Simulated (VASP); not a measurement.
# PbS (Galena) (Fm-3m) in VASP: further runs

The runs below take PbS (Galena) through single point, with PBEsol.

Program: VASP 6.6.1. These are calculated values, not measurements. Logs are shortened: lines on timing, memory, paths and dates and some standing lists are left out, and cuts for length are marked.

## Step 1: The structure

Symmetry: Fm-3m, No. 225, cubic system. Conventional cell: a = 5.931 Å, b = 5.931 Å, c = 5.931 Å, α = 90.00°, β = 90.00°, γ = 90.00°. Pb (site symmetry m-3m) has 6 S at 2.97 Å as nearest neighbours. S (site symmetry m-3m) has 6 Pb at 2.97 Å as nearest neighbours.

## Step 2: Single point, PBEsol

File INCAR:

```
SYSTEM = PbS
  PREC = Accurate
  ENCUT = 300
  EDIFF = 1E-7
  ISMEAR = 0
  SIGMA = 0.05
  LREAL = .False.
  LASPH = .True.
  NELM = 100
  ALGO = Normal
  ISIF = 2
  LWAVE = .False.
  LCHARG = .False.
  GGA = PS
  ADDGRID = .False.
```

File KPOINTS:

```
Automatic mesh
0
Gamma
  3 3 3
  0 0 0
```

File POSCAR:

```
PbS
1.0
    0.0000000000      2.9657500000      2.9657500000
    2.9657500000      0.0000000000      2.9657500000
    2.9657500000      2.9657500000      0.0000000000
Pb S
1 1
Direct
    0.0000000000      0.0000000000      0.0000000000
    0.5000000000      0.5000000000      0.5000000000
```

Potentials or basis: VASP PAW PBE potentials, release 64 (Pb_d, S).

Run with:

```sh
$ cat potpaw_PBE.64/Pb_d/POTCAR potpaw_PBE.64/S/POTCAR > POTCAR
$ mpirun -np 1 vasp_std > vasp.out
```

OUTCAR:

```text
SYSTEM = PbS
   PREC = Accurate
   ENCUT = 300
   EDIFF = 1E-7
   ISMEAR = 0
   LREAL = .False.
   LASPH = .True.
   NELM = 100
   ISIF = 2
   GGA = PS

 Found      4 irreducible k-points:

 Following reciprocal coordinates:
            Coordinates               Weight
  0.000000  0.000000  0.000000      1.000000
  0.333333  0.000000  0.000000      8.000000
  0.333333  0.333333  0.000000      6.000000
 -0.333333  0.333333  0.000000     12.000000
   k-points           NKPTS =      4   k-points in BZ     NKDIM =      4   number of bands    NBANDS=     14
   number of dos      NEDOS =    301   number of ions     NIONS =      2
   total plane-waves  NPLWV =  13824
   dimension x,y,z NGX =    24 NGY =   24 NGZ =   24
   dimension x,y,z NGXF=    48 NGYF=   48 NGZF=   48
   ions per type =               1   1
   NGX,Y,Z   is equivalent  to a cutoff of   9.51,  9.51,  9.51 a.u.
   NGXF,Y,Z  is equivalent  to a cutoff of  19.03, 19.03, 19.03 a.u.
 SYSTEM =  PbS
   PREC   = accura    normal or accurate (medium, high low for compatibility)
   ISTART =      0    job   : 0-new  1-cont  2-samecut
   ICHARG =      2    charge: 1-file 2-atom 10-const
   ISPIN  =      1    spin polarized calculation?
   LNONCOLLINEAR =      F non collinear calculations
   LSORBIT =      F    spin-orbit coupling
   LASPH  =      T    aspherical Exc in radial PAW
   ENCUT  =  300.0 eV  22.05 Ry    4.70 a.u.   5.92  5.92  5.92*2*pi/ulx,y,z
   NELM   =    100;   NELMIN=  2; NELMDL= -5     # of ELM steps
   EDIFF  = 0.1E-06   stopping-criterion for ELM
   LREAL  =      F    real-space projection
   EDIFFG = 0.1E-05   stopping-criterion for IOM
   NSW    =      0    number of steps for IOM
   IBRION =     -1    ionic relax: 0-MD 1-quasi-New 2-CG
   NFREE  =      0    steps in history (QN), initial steepest desc. (CG)
   ISIF   =      2    stress and relaxation
   ISYM   =      2    0-nonsym 1-usesym 2-fastsym
   POTIM  = 0.5000    time-step for ionic-motion
   TEBEG  =    0.0;   TEEND  =   0.0 temperature during run
   PSTRESS=    0.0 pullay stress
   NELECT =      20.0000    total number of electrons
   NUPDOWN=      -1.0000    fix difference up-down
   EMIN   =  10.00;   EMAX   =-10.00  energy-range for DOS
   EFERMI =   0.00;   METHOD = LEGACY
   ISMEAR =     0;   SIGMA  =   0.05  broadening in eV -4-tet -1-fermi 0-gaus
   EFERMI_NEDOS =   21; number of points for ismear=-14 and -15
   IALGO  =     38    algorithm
   IMIX   =      4    mixing-type and parameters
     AMIX     =   0.40;   BMIX     =  1.00
     AMIX_MAG =   1.60;   BMIX_MAG =  1.00
  volume/ion in A,a.u.               =      26.09       176.04
  Fermi-wavevector in a.u.,A,eV,Ry     =   1.189251  2.247359 19.242973  1.414319
  Thomas-Fermi vector in A             =   2.325363
   LORBIT       =      0    0 simple, 1 ext, 2 COOP (PROOUT), +10 PAW based schemes
   GGA     = PS    functional components
   LHFCALC =     F    Hartree Fock is set to
   AEXX    =    0.0000 exact exchange contribution
   IVDW    =     0    specifies the selected vdW correction
   LEPSILON=     F    determine dielectric tensor
   LRPA    =     F    only Hartree local field effects (RPA)
 non-spin polarized calculation
 Gauss-broadening in eV      SIGMA  =   0.05
  energy-cutoff  :      300.00
  volume of cell :       52.17
 maximum number of plane-waves:       624
   NGX = 11   NGY = 11   NGZ = 11

 number of electron      20.0000013 magnetization

 Free energy of the ion-electron system (eV)
  ---------------------------------------------------
  ext. energy  EPLUGINS =         0.00000000
  ---------------------------------------------------
  free energy    TOTEN  =        -9.57641867 eV

  energy without entropy =       -9.57641867  energy(sigma->0) =       -9.57641867

 E-fermi :   5.1937     XC(G=0):  -9.9040

 val. band max:        4.9004735134   @ k =   0.3333   0.0000   0.0000
 cond. band min:       7.0570951760   @ k =   0.3333   0.0000   0.0000
 fundamental gap:      2.1566216626
 Fermi energy:         5.1936562729

 k-point     1 :       0.0000    0.0000    0.0000
  band No.  band energies     occupation
      1     -11.0707      2.00000
      2     -11.0707      2.00000
      3     -11.0707      2.00000
      4     -11.0594      2.00000
      5     -11.0594      2.00000
      6      -7.9539      2.00000
      7      -0.4023      2.00000
      8       3.4793      2.00000
      9       3.4793      2.00000
     10       3.4793      2.00000
     11      10.8316      0.00000
     12      10.8316      0.00000
     13      10.8316      0.00000
     14      12.3251      0.00000

 k-point     2 :       0.3333    0.0000    0.0000
  band No.  band energies     occupation
      1     -11.0849      2.00000
      2     -11.0849      2.00000
      3     -11.0685      2.00000
      4     -11.0337      2.00000
      5     -11.0337      2.00000
      6      -7.1187      2.00000
      7      -2.5011      2.00000
      8       3.7449      2.00000
      9       3.7449      2.00000
     10       4.9005      2.00000
     11       7.0571      0.00000
     12       8.1689      0.00000
     13       8.1689      0.00000
     14      12.8959      0.00000

 k-point     3 :       0.3333    0.3333    0.0000
  band No.  band energies     occupation
      1     -11.1659      2.00000
      2     -11.0903      2.00000
      3     -11.0402      2.00000
      4     -11.0251      2.00000
      5     -11.0251      2.00000
      6      -6.8007      2.00000
      7      -1.7928      2.00000
      8       2.3734      2.00000
      9       2.4921      2.00000
     10       2.4921      2.00000
     11       9.3607      0.00000
     12       9.7958      0.00000
     13      10.8324      0.00000
     14      10.8324      0.00000

 k-point     4 :      -0.3333    0.3333    0.0000
  band No.  band energies     occupation
      1     -11.1535      2.00000
      2     -11.0621      2.00000
      3     -11.0607      2.00000
      4     -11.0369      2.00000
      5     -11.0230      2.00000
      6      -6.3429      2.00000
      7      -2.6119      2.00000
      8       1.1400      2.00000
      9       3.0450      2.00000
     10       3.6872      2.00000
     11       8.2590      0.00000
     12       9.0380      0.00000
     13      10.3511      0.00000
     14      12.7950      0.00000

------------------------ aborting loop because EDIFF is reached ----------------------------------------

  FORCE on cell =-STRESS in cart. coord.  units (eV):
  Direction    XX          YY          ZZ          XY          YZ          ZX
  --------------------------------------------------------------------------------------
  -------------------------------------------------------------------------------------
  Total       -0.8051577     -0.8051577     -0.8051577      0.0000000      0.0000000     -0.0000000
  in kB      -24.7262319    -24.7262319    -24.7262319      0.0000000      0.0000000     -0.0000000
  external PRESSURE =     -24.7262319 kB  Pullay stress =       0.0000000 kB

 VOLUME and BASIS-vectors are now :
 -----------------------------------------------------------------------------
  energy-cutoff  :      300.00
  volume of cell :       52.17
      direct lattice vectors                 reciprocal lattice vectors
     0.000000000  2.965750000  2.965750000    -0.168591419  0.168591419  0.168591419
     2.965750000  0.000000000  2.965750000     0.168591419 -0.168591419  0.168591419
     2.965750000  2.965750000  0.000000000     0.168591419  0.168591419 -0.168591419

 POSITION                                       TOTAL-FORCE (eV/Angst)
 -----------------------------------------------------------------------------------
      0.00000      0.00000      0.00000         0.000000      0.000000     -0.000000
      2.96575      2.96575      2.96575         0.000000      0.000000      0.000000
 -----------------------------------------------------------------------------------
    total drift:                                0.000000     -0.000000     -0.000000

  FREE ENERGIE OF THE ION-ELECTRON SYSTEM (eV)
  ---------------------------------------------------
  free  energy   TOTEN  =        -9.5764186732 eV

  energy  without entropy=       -9.5764186732  energy(sigma->0) =       -9.57641867
```

It took 1.8 s on 1 thread of Intel Xeon 6975P-C (Granite Rapids), shared host; peak memory 0.13 GiB.

The run converged, but some of its settings lie outside the range that counts as converged, so its numbers aren't taken as properties of the crystal.

Results:

```
Free energy : -9.5764 eV
Pressure    : -2.5 GPa
```

Caveat: the k mesh is coarse (spacing up to 0.61 Å⁻¹), so the values aren't converged; the cutoff is under 1.25 times the usual one of these potentials, so pressure, stress and relaxed cells hold a basis-set (Pulay) error; this odd mesh misses L, where the gap lies, so gap, dielectric constants and Born charges aren't listed; the PAW data sets were made with another functional, which shifts forces and pressure a little.

## Step 3: Single point, PBEsol

INCAR: that of step 2 with these lines changed.

```diff
@@ -2,3 +2,3 @@
   PREC = Accurate
-  ENCUT = 300
+  ENCUT = 350
   EDIFF = 1E-7
```

KPOINTS is that of step 2.

POSCAR is that of step 2.

Potentials or basis: VASP PAW PBE potentials, release 64 (Pb_d, S).

Run with:

```sh
$ cat potpaw_PBE.64/Pb_d/POTCAR potpaw_PBE.64/S/POTCAR > POTCAR
$ mpirun -np 1 vasp_std > vasp.out
```

Wall time 2.2 s (1 thread of Intel Xeon 6975P-C (Granite Rapids), shared host); peak memory 0.14 GiB.

These settings aren't checked as converged: the numbers below hold their error.

What came out:

```
Free energy : -9.5772 eV
Pressure    : -2.3 GPa
```

Caveat: the k mesh is coarse (spacing up to 0.61 Å⁻¹), so the values aren't converged; this odd mesh misses L, where the gap lies, so gap, dielectric constants and Born charges aren't listed; the PAW data sets were made with another functional, which shifts forces and pressure a little.

## Step 4: Single point, PBEsol

INCAR: that of step 3 with these lines changed.

```diff
@@ -2,3 +2,3 @@
   PREC = Accurate
-  ENCUT = 350
+  ENCUT = 200
   EDIFF = 1E-7
```

File KPOINTS:

```
Automatic mesh
0
Gamma
  4 4 4
  0 0 0
```

POSCAR is that of step 3.

Potentials or basis: VASP PAW PBE potentials, release 64 (Pb_d, S).

Run with:

```sh
$ cat potpaw_PBE.64/Pb_d/POTCAR potpaw_PBE.64/S/POTCAR > POTCAR
$ mpirun -np 1 vasp_std > vasp.out
```

OUTCAR:

```text
SYSTEM = PbS
   PREC = Accurate
   ENCUT = 200
   EDIFF = 1E-7
   ISMEAR = 0
   LREAL = .False.
   LASPH = .True.
   NELM = 100
   ISIF = 2
   GGA = PS

 Found      8 irreducible k-points:

 Following reciprocal coordinates:
            Coordinates               Weight
  0.000000  0.000000  0.000000      1.000000
  0.250000  0.000000  0.000000      8.000000
  0.500000  0.000000  0.000000      4.000000
  0.250000  0.250000  0.000000      6.000000
  0.500000  0.250000  0.000000     24.000000
 -0.250000  0.250000  0.000000     12.000000
   k-points           NKPTS =      8   k-points in BZ     NKDIM =      8   number of bands    NBANDS=     14
   number of dos      NEDOS =    301   number of ions     NIONS =      2
   total plane-waves  NPLWV =   8000
[... 172 lines left out ...]

 [... further k-points ...]
[... 5 lines left out ...]
  --------------------------------------------------------------------------------------
  -------------------------------------------------------------------------------------
  Total       -5.1510373     -5.1510373     -5.1510373     -0.0000000     -0.0000000      0.0000000
  in kB     -158.1873175   -158.1873175   -158.1873175     -0.0000000     -0.0000000      0.0000000
  external PRESSURE =    -158.1873175 kB  Pullay stress =       0.0000000 kB

 VOLUME and BASIS-vectors are now :
 -----------------------------------------------------------------------------
  energy-cutoff  :      200.00
  volume of cell :       52.17
      direct lattice vectors                 reciprocal lattice vectors
     0.000000000  2.965750000  2.965750000    -0.168591419  0.168591419  0.168591419
     2.965750000  0.000000000  2.965750000     0.168591419 -0.168591419  0.168591419
     2.965750000  2.965750000  0.000000000     0.168591419  0.168591419 -0.168591419

 POSITION                                       TOTAL-FORCE (eV/Angst)
 -----------------------------------------------------------------------------------
      0.00000      0.00000      0.00000         0.000000     -0.000000     -0.000000
      2.96575      2.96575      2.96575        -0.000000      0.000000      0.000000
 -----------------------------------------------------------------------------------
    total drift:                                0.000000     -0.000000      0.000000

  FREE ENERGIE OF THE ION-ELECTRON SYSTEM (eV)
  ---------------------------------------------------
  free  energy   TOTEN  =        -9.3293852803 eV

  energy  without entropy=       -9.3293805034  energy(sigma->0) =       -9.32938289
```

OSZICAR:

```text
N       E                     dE             d eps       ncg     rms          rms(c)
DAV:   1     0.850604927363E+02    0.85060E+02   -0.64994E+03   256   0.677E+02
DAV:   2    -0.552745174641E+01   -0.90588E+02   -0.89614E+02   260   0.233E+02
DAV:   3    -0.967422131377E+01   -0.41468E+01   -0.41370E+01   290   0.542E+01
DAV:   4    -0.970733313978E+01   -0.33112E-01   -0.33109E-01   266   0.561E+00
DAV:   5    -0.970796831412E+01   -0.63517E-03   -0.63517E-03   272   0.703E-01    0.645E+00
DAV:   6    -0.933216055346E+01    0.37581E+00   -0.12110E+00   308   0.808E+00    0.439E+00
DAV:   7    -0.932952762454E+01    0.26329E-02   -0.11092E-01   232   0.196E+00    0.228E+00
DAV:   8    -0.932955035503E+01   -0.22730E-04   -0.11920E-02   236   0.955E-01    0.282E-01
DAV:   9    -0.932932153079E+01    0.22882E-03   -0.21626E-03   292   0.305E-01    0.732E-02
DAV:  10    -0.932938645752E+01   -0.64927E-04   -0.20705E-04   224   0.138E-01    0.419E-02
DAV:  11    -0.932938496210E+01    0.14954E-05   -0.27122E-05   278   0.302E-02    0.105E-02
DAV:  12    -0.932938535693E+01   -0.39483E-06   -0.16436E-06   236   0.119E-02    0.324E-03
DAV:  13    -0.932938524759E+01    0.10934E-06   -0.23827E-07   180   0.271E-03    0.158E-03
DAV:  14    -0.932938528035E+01   -0.32754E-07   -0.31344E-08   118   0.118E-03
   1 F= -.93293853E+01 E0= -.93293829E+01  d E =-.477696E-05
```

stdout:

```text
POSCAR found type information on POSCAR PbS
 POSCAR found :  2 types and       2 ions
 scaLAPACK will be used
 -----------------------------------------------------------------------------
|                                                                             |
|                                                                             |
|     You enforced a specific xc type in the INCAR file but a different       |
|     I HOPE YOU KNOW WHAT YOU ARE DOING!                                     |
|                                                                             |
 -----------------------------------------------------------------------------

 LDA part: xc-table for (Slater+PW92), standard interpolation
 POSCAR, INCAR and KPOINTS ok, starting setup
 FFT: planning ... GRIDC
 FFT: planning ... GRID_SOFT
 FFT: planning ... GRID
 WAVECAR not read
 entering main loop
```

Run time: 1.8 s. Hardware: 1 thread of Intel Xeon 6975P-C (Granite Rapids), shared host; peak memory 0.12 GiB.

The run converged, but a check on its numbers failed (symmetry, net force, bounds or a known fault of this set-up), so they aren't taken as properties of the crystal.

Caveat: the k mesh is coarse (spacing up to 0.46 Å⁻¹), so the values aren't converged; the cutoff lies under the usual one of these potentials, so the numbers hold a large basis-set error; the PAW data sets were made with another functional, which shifts forces and pressure a little; spin-orbit coupling is left out, which as a rule narrows the gap of such compounds by several tenths of an eV.

(Continued in part 2 of 2.)
